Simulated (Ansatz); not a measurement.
**Nb under changes of volume**

One of the cells (17.408 Å³/atom); the others are scaled copies at fixed shape and fractional positions:

```xyz
1
Lattice="0.0000 2.0570 2.0570 2.0570 0.0000 2.0570 2.0570 2.0570 0.0000" Properties=species:S:1:pos:R:3 pbc="T T T"
Nb    0.0000    0.0000    0.0000
```

This isn't the form of Nb at room conditions, which is bcc.

| Item | Value |
| --- | --- |
| Program | Ansatz 0.2.0 |
| Functional | r2SCANh |
| Potentials or basis | Ansatz PAW earlier set |
| Cutoff | 708 eV (not typed: the program's choice for these potentials) |
| k mesh | 8 × 8 × 8 |
| Occupations | fermi-dirac, width 0.025 eV |
| Spin | no spin polarisation |

| volume (Å³/atom) | energy over the lowest point (meV/atom) | pressure (GPa) |
| --- | --- | --- |
| 16.364 | 161.24 | 26.4 |
| 16.712 | ? | ? |
| 17.408 | 35.77 | 12.6 |
| 17.756 | 13.30 | 8.2 |
| 18.104 | 0.00 | 4.2 |

Problem. What does the run at 16.712 Å³/atom give?

Solution. Energy over the lowest point 110.30 meV/atom; pressure 20.7 GPa.

Worked out: A Birch-Murnaghan fit of order 2 (a polynomial in V^(-2/3)) to the other rows has its minimum at 18.57 Å³/atom, just outside them, with B0 = V·E''(V) = 166 GPa. It gives 108.48 meV/atom at 16.712 Å³/atom, against the run's 110.30, and -dE/dV = 21.6 GPa, against 20.7.

Energies are extrapolated to zero smearing.

Caveats: the PAW data sets come from PBE, with cores solved anew for the run's functional, which leaves a small shift of forces and pressure; the thresholds are loose for stress.
